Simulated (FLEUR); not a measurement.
Nd under changes of volume

One of the cells (35.352 Å³/atom); the others are scaled copies at fixed shape and fractional positions:

```
CELL_PARAMETERS angstrom
0.00000 2.60492 2.60492
2.60492 0.00000 2.60492
2.60492 2.60492 0.00000
ATOMIC_POSITIONS crystal
Nd 0.00000 0.00000 0.00000
```

This isn't the form of Nd at room conditions, which is double hcp.

| Property | Result |
| --- | --- |
| Program | FLEUR MaX-R8.1 (later development tree) |
| Functional | PBE |
| Potentials or basis | all-electron |
| Basis | FLAPW |
| Kmax | 4.1 1/bohr |
| k mesh | 9 × 9 × 9 |
| Occupations | fermi-dirac, width 0.05 eV |
| Spin | collinear spin, ferromagnetic start |
| Starting moments | [3.0] μB |

| volume (Å³/atom) | energy over the lowest point (meV/atom) | moment (μB per cell) |
| --- | --- | --- |
| 33.231 | 338.01 | 3.95 |
| 33.938 | 341.24 | 3.98 |
| 34.645 | 345.75 | 4.02 |
| 35.352 | ? | ? |
| 36.059 | 356.99 | 4.12 |
| 36.766 | 363.98 | 4.16 |
| 37.473 | 0.00 | 4.24 |

Problem. What does the run at 35.352 Å³/atom give?

Solution. Energy over the lowest point 351.02 meV/atom; moment 4.07 μB per cell.

The energies don't lie on one smooth curve, so no fit is given. The run at 37.473 Å³/atom lies farthest off, from a change of basis, grid or state.

Energies are extrapolated to zero smearing.

Caveats: the magnetic or orbital state may not be the lowest.
